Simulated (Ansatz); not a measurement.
# Sn in Ansatz: the effect of functional

Crystal: Sn.

```
CELL_PARAMETERS angstrom
-1.91958 1.91958 1.91958
1.91958 -1.91958 1.91958
1.91958 1.91958 -1.91958
ATOMIC_POSITIONS crystal
Sn 0.00000 0.00000 0.00000
```

This isn't the form of Sn at room conditions, which is tetragonal (white tin).

The cell isn't the ideal one: volume scaled by 1.04.

Alike in all runs:

- Program: Ansatz 0.2.0
- Task: single point
- Potentials or basis: Ansatz PAW
- k mesh: 10 × 10 × 10
- Occupations: fermi-dirac, width 0.05 eV
- Spin: no spin polarisation

```tsv
functional	cutoff	pressure (GPa)
LDA	420 eV (not typed: the program's choice for these potentials)	-4.8
PBEsol	420 eV (not typed: the program's choice for these potentials)	?
r2SCAN	500 eV (not typed: the program's choice for these potentials)	-2.4
```

**Question.** What does the run with functional PBEsol give?

**Answer.** Pressure -3.7 GPa.

Caveats: the PAW data sets come from PBE, with cores solved anew for the run's functional, which leaves a small shift of forces and pressure.
